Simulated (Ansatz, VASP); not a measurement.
Two plane-wave programs on W

Contents of INCAR:

```
PREC = Accurate ; ENCUT = 520
EDIFF = 1E-7 ; ISMEAR = -1
SIGMA = 0.08 ; LREAL = F
LASPH = T ; NELM = 100
ALGO = Normal ; ISIF = 2
LWAVE = F ; LCHARG = F
GGA = PE ; NBANDS = 28
```

KPOINTS

```
regular mesh
0
Gamma
  8 8 11
```

The input POSCAR:

```
W
1.0
    4.0305788976      0.0000000000      0.0000000000
   -2.0152894488      3.4905837173      0.0000000000
    0.0000000000      0.0000000000      2.2930211170
W
3
Direct
    0.0000000000      0.0000000000      0.0000000000
    0.3333333333      0.6666666667      0.5000000000
    0.6666666667      0.3333333333      0.5000000000
```

Input for Ansatz:

```yaml
crystal:
  lattice:
    - [4.0305788976, 0.0, 0.0]
    - [-2.0152894488, 3.4905837173, 0.0]
    - [0.0, 0.0, 2.293021117]
  atoms:
    - { symbol: W, position: [0.0, 0.0, 0.0] }
    - { symbol: W, position: [0.3333333333, 0.6666666667, 0.5] }
    - { symbol: W, position: [0.6666666667, 0.3333333333, 0.5] }
kpoints:
  mp_grid: { grid: [8, 8, 11] }
scf:
  occupations: { method: fermi_dirac, width: 0.08 }
hamiltonian:
  xc: pbe
  pseudopotentials: { kind: paw }
output:
  forces: true
  stress: true
  eigenvalues: true
  populations: true
  write_density: true
  write_potential: true
  elf: true
  volumetric_format: npy
```

Change from the starting cell: volume scaled by 0.65, PAW files.

Alike in both runs: task single point; functional PBE; k mesh 8 × 8 × 11; occupations fermi-dirac, width 0.08 eV; no spin polarisation.

|  | VASP | Ansatz |
| --- | --- | --- |
| version | VASP 6.6.1 | Ansatz 0.2.0 |
| potentials or method | VASP PAW PBE potentials, release 64 (W_sv) | PAW with Ansatz's default frozen-core files, scalar-relativistic |
| plane-wave cutoff (eV) | 520 | 420 |
| valence electrons in the cell | 42 | 42 |

VASP gave:

- pressure (GPa): 289.6
- largest component of the traceless stress (GPa): 2.19

Task: Which values does Ansatz return?

Result: Pressure (GPa): 280.5; largest component of the traceless stress (GPa): 0.24.

With one functional, cell and mesh, what is left measures potentials, basis and numerics.

Caveats: the cell as given lies far from equilibrium; so large a pressure means that the cell lies far from this level's equilibrium, or that cutoff or potentials fall short (VASP). The runs have no spin-orbit coupling, so splittings on W are missing.
